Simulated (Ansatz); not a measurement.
# MoS2: the cost of one run

Computed with Ansatz 0.2.0 (DFT r²SCAN, frozen-core PAW, scalar-relativistic unless said, unless a step's input says otherwise).

2 further runs of the same task are left out: 1 that didn't finish, 1 set aside as unsound or not needed.

## Step 1: The starting structure

Symmetry: R3m, No. 160, trigonal system. The conventional cell has a = 3.185 Å, b = 3.185 Å, c = 19.493 Å, α = 90.00°, β = 90.00°, γ = 120.00°. Mo (site symmetry 3m) is surrounded by 6 S at 2.41 Å. S (site symmetry 3m) is surrounded by 3 Mo at 2.41 Å.

As a file:

```cif
data_structure
_symmetry_space_group_name_H-M 'P 1'
_symmetry_Int_Tables_number 1
_cell_length_a 6.7530
_cell_length_b 6.7530
_cell_length_c 6.7530
_cell_angle_alpha 27.281
_cell_angle_beta 27.281
_cell_angle_gamma 27.281
_cell_volume 57.09
loop_
_atom_site_label
_atom_site_type_symbol
_atom_site_fract_x
_atom_site_fract_y
_atom_site_fract_z
_atom_site_occupancy
Mo1 Mo 0.00011 0.00011 0.00011 1
S1 S 0.25382 0.25382 0.25382 1
S2 S 0.41307 0.41307 0.41307 1
```

Cartesian axes are those of the input's lattice vectors. The structure goes back to a database entry.

## Step 2: Reference run, fine mesh, PAW

Input file input.yaml:

```yaml
crystal:
  lattice:
    - [1.5925535465, 0.91946121877, 6.49778476351]
    - [-1.5925535465, 0.91946121877, 6.49778476351]
    - [0.0, -1.83892243754, 6.49778476351]
  atoms:
    - { symbol: Mo, position: [0.000105500308, 0.000105500308, 0.000105500308] }
    - { symbol: S, position: [0.253820072929, 0.253820072929, 0.253820072929] }
    - { symbol: S, position: [0.413074426763, 0.413074426763, 0.413074426763] }
kpoints:
  mp_grid: { grid: [8, 8, 8] }
scf:
  occupations: { method: fixed }
hamiltonian:
  xc: r2scan
  pseudopotentials: { kind: paw }
output:
  forces: true
  stress: true
  eigenvalues: true
  eigenstates:
    nscf_kmesh: { grid: [12, 12, 12] }
    de_dk: true
    e_range: [-9, 11.21647444692]
  optics:
    e_range: [0, 25]
    de: 0.2
    sigma: 0.15
    bands: { spectra_wanted_up_to: 25 }
    nscf_kmesh: { grid: [12, 12, 12] }
checkpoint:
  write: ck
  write_wavefunctions: false
```

The run is started by

```console
> ansatz run input.yaml --threads 2 --pin off --max-ram 6144MiB --backend cpu --events-out ev --progress --plain --runs-dir out
```

What time and memory should one allow on 2 threads of Intel Xeon 6975P-C (Granite Rapids), shared host?

About 100 s, with a peak of 2 GiB.
